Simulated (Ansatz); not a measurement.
SnSe, space group Fm-3m, a convergence test of the k-point mesh

Run with the Python package of Ansatz (0.2.0).

`run_kconv.py`:
```python
import csv
import logging
import sys

import ansatz as az
from ase import Atoms

logging.basicConfig(stream=sys.stdout, format='%(levelname)s %(message)s')
log = logging.getLogger('calc')
log.setLevel(logging.INFO)

atoms = Atoms(
    ['Sn', 'Se'],
    scaled_positions=[
        (0.0, 0.0, 0.0),
        (0.5, 0.5, 0.5),
    ],
    cell=[
        (0.0, 3.01, 3.01),
        (3.01, 0.0, 3.01),
        (3.01, 3.01, 0.0),
    ],
    pbc=True,
)
system = az.Crystal.from_ase(atoms)

base = system.calculation()
base = base.functional(az.Functional.PBESOL)
base = base.pseudopotentials('paw')
base = base.basis(38 * az.Ry)
base = base.occupations('fixed')
base = base.scf(tolerance=1e-09)
base = base.forces().stress()

rows = []
for value in [1.0, 0.6, 0.4, 0.3]:
    report = base.kpoints(spacing=value).run(threads=1, backend='cpu').report
    rows.append((value, report['free_energy_ev'] / len(report['lattice']['sites']), report['n_iterations'], sum(report['stress_gpa'][i][i] for i in range(3)) / 3, max(abs(f) for row in report['forces_ev_ang'] for f in row), report['n_kpoints']))

with open('kconv.csv', 'w', newline='') as handle:
    writer = csv.writer(handle)
    writer.writerow(['spacing (1/A)', 'F/atom (eV)', 'iterations', 'P (GPa)', 'max component (eV/A)', 'k-points'])
    writer.writerows([round(v, 5) if isinstance(v, float) else v for v in row] for row in rows)

for row in rows[:-1]:
    shift = 1000 * (row[1] - rows[-1][1])
    log.info(f'{row[0]}: {shift:+.2f} meV/atom' + ('  (within 2 meV)' if abs(shift) < 2 else ''))
```

```console
$ python run_kconv.py
DeckWarning: output.stress: scf.convergence.dr2_threshold = 1e-9 eV is looser than the 2e-10 eV advised for a printed stress (1e-10 eV for each atom of the cell: 2). What an SCF threshold leaves in a [...]
INFO 1.0: +580.59 meV/atom
INFO 0.6: -27.55 meV/atom
INFO 0.4: -13.09 meV/atom
```
(Warnings from the package without file and line, shortened.)

It writes `kconv.csv`:
```csv
spacing (1/A),F/atom (eV),iterations,P (GPa),max component (eV/A),k-points
1.0,-5686.84542,7,-3.36247,0.0,3
0.6,-5687.45355,7,-3.29816,0.0,8
0.4,-5687.4391,7,-2.11059,0.0,10
0.3,-5687.42601,7,-1.89809,0.0,20
```

Notes:
- Forces vanish by symmetry here and test nothing.
- Pressure is positive in compression.
- The starting cell is as deposited in a crystallographic database; the results hold for this polymorph, which needn't be the stable one.
- Shifts are counted from the finest mesh, which is itself no proven limit.
- Timing: 4.7 s on 1 thread of Arm Neoverse V2 (shared host), peak memory 0.41 GiB.
